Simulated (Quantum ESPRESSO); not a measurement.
Crystal: BN.

```xyz
4
Lattice="2.5539 0.0000 0.0000 -1.2770 2.2118 0.0000 0.0000 0.0000 4.2269" Properties=species:S:1:pos:R:3 pbc="T T T"
N     0.0000    1.4745    0.5295
N     1.2770    0.7373    2.6430
B     0.0000    1.4745    2.1123
B     1.2770    0.7373    4.2257
```

Measurements of this composition are mostly on another form, of space group No. 194.

| Property | Result |
| --- | --- |
| Program | Quantum ESPRESSO 7.5 |
| Task | phonons |
| Functional | PBE |
| Potentials or basis | SPMS 1.0 PBE |
| Cutoff | 952 eV |
| Density cutoff | 3810 eV |
| k mesh | 8 × 8 × 4, shifted |
| Occupations | fermi-dirac, width 0.05 eV |
| Spin | no spin polarisation |
| Mixing beta | 0.5 |
| Most SCF iterations | 120 |
| SCF threshold | 8e-10 Ry |

The first run showed a gap, so the response started from a second, tighter run with fixed occupations.

Question: Which optical modes does the crystal have at the zone centre, and which show in infrared and Raman spectra?

Answer: The optical modes are 2E2 + 2B1 + A1 + E1. Infrared active: A1 + E1. Raman active: 2E2 + A1 + E1.

Optical modes at Γ, degenerate ones joined, polar ones without the macroscopic field:
```csv
cm⁻¹,components,symmetry,active in,"IR intensity, summed ((D/Å)²/amu)"
474,2,E2,Raman,0.00
939,2,E2,Raman,0.00
947,1,B1,silent,0.00
1004,1,A1,IR and Raman,28.67
1040,2,E1,IR and Raman,51.71
1112,1,B1,silent,0.00
```

Zone-centre frequencies without and with the macroscopic field along z (cm⁻¹):
```
                          optical modes in rising order
       without  474 474 939 939 947 1004 1040 1040 1112
with the field  474 474 939 939 947 1040 1040 1112 1247
```

Born effective charge tensors (e):
atom 1, N
```
-1.85  0.00  0.00
 0.00 -1.85  0.00
 0.00  0.00 -1.95
```
atom 2, N
```
-1.85  0.00  0.00
 0.00 -1.85  0.00
 0.00  0.00 -1.95
```
atom 3, B
```
1.85 0.00 0.00
0.00 1.85 0.00
0.00 0.00 1.95
```
atom 4, B
```
1.85 0.00 0.00
0.00 1.85 0.00
0.00 0.00 1.95
```

Electronic dielectric tensor:
```
4.51 0.00 0.00
0.00 4.51 0.00
0.00 0.00 4.67
```

Static dielectric tensor, electrons and zone-centre modes:
```
6.65 0.00 0.00
0.00 6.65 0.00
0.00 0.00 7.21
```
